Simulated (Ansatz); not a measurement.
Write the native input for Ansatz 0.2.0 that does the following.

- Task: relaxation of cell and atoms
- Functional: revPBE
- Dispersion: D3(BJ)
- Potentials or basis: Ansatz PAW
- Cutoff: 420 eV (not typed: the program's choice for these potentials)
- k mesh: 10 × 10 × 10
- Occupations: fermi-dirac, width 0.05 eV
- Spin: no spin polarisation

Crystal: Sn.

```
Sn
1.0
    -2.02919    2.02919    1.66076
     2.02919   -2.02919    1.66076
     2.02919    2.02919   -1.66076
Sn
1
Direct
  0.00000 0.00000 0.00000
```

This isn't the form of Sn at room conditions, which is tetragonal (white tin).

These files were run (other wordings do the same):

input.yaml

```yaml
crystal:
  lattice:
    - [-2.029189411, 2.029189411, 1.6607599896]
    - [2.029189411, -2.029189411, 1.6607599896]
    - [2.029189411, 2.029189411, -1.6607599896]
  atoms:
    - { symbol: Sn, position: [0.0, 0.0, 0.0] }
hamiltonian:
  xc: revpbe
  pseudopotentials: { kind: paw }
  dispersion: d3bj
kpoints:
  mp_grid: { grid: [10, 10, 10] }
scf:
  occupations: { method: fermi_dirac, width: 0.05 }
output:
  forces: true
  stress: true
  eigenvalues: true
relax:
  f_tol: 0.01
  max_steps: 40
  cell: { stress_tol: 0.05 }
```

Potentials or basis: Ansatz PAW.

The run is started by

```bash
$ ansatz run input.yaml --threads 2 --pin off --max-ram 5632MiB --backend cpu --events-out ev --progress --plain --runs-dir out
```

Results of the run:

```
Relaxed volume                         : 26.03 Å³/atom
Relaxed cell                           : a = 3.256 Å, b = 3.256 Å, c = 3.256 Å, α = 104.97°, β = 104.97°, γ = 118.90°
Space group after relaxing (to 0.05 Å) : I4/mmm (No. 139)
Energy gained by relaxing              : 11.5 meV/atom
Ionic steps                            : 4
Pressure after relaxing                : 0.0 GPa
Band gap on the k mesh                 : none (metal or under the smearing width)
```

Caveat: the plane-wave basis is chosen anew once the cell has moved, so the energies of steps on either side of that aren't comparable; pairwise dispersion overbinds metals, which lowers pressure and volume; the PAW data sets come from PBE, with cores solved anew for the run's functional, which leaves a small shift of forces and pressure.

It took 5.6 s on 2 threads of Arm Neoverse V1, on a shared host, peak memory 0.32 GiB.
